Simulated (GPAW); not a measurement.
Te2Mo, 6 atoms in the cell. The cell holds a slab with vacuum, 6 atoms: a = 3.553 Å, b = 3.527 Å, c = 25.974 Å, α = 90.00°, β = 90.00°, γ = 120.25°. 

```yaml
Program: GPAW 26.7.0
Task: band structure
Functional: LDA
Potentials_or_basis: the program's PAW data sets (release 1.2.1) made for this functional
Cutoff: 600 eV
Basis: pw
k_mesh: 9 × 9 × 1
Occupations: fermi-dirac, width 0.05 eV
Spin: spin-orbit coupling, no magnetisation
Ranks: 4
Maxiter: 150
Band_path: GXSRAZGYX1A1TY,ZT
Band_points: 60
spin_axis_theta_degrees: 0
spin_axis_phi_degrees: 0
Soc_after_scf: second variation
```

Potentials or basis: the program's PAW data sets (release 1.2.1) made for this functional, pw.

The run is started by

```sh
$ OMP_NUM_THREADS=1 mpirun -n 4 gpaw python run.py
```

Hardware: 4 MPI ranks on Arm Neoverse V2 (shared host).

**Question.** How long does it take, and how much memory?

**Answer.** Wall time 3.7 min on 4 MPI ranks on Arm Neoverse V2, with other jobs on the host, peak memory 0.66 GiB a rank. Counts: scf iterations 19, plane waves 9423, bands 46, k points 25.
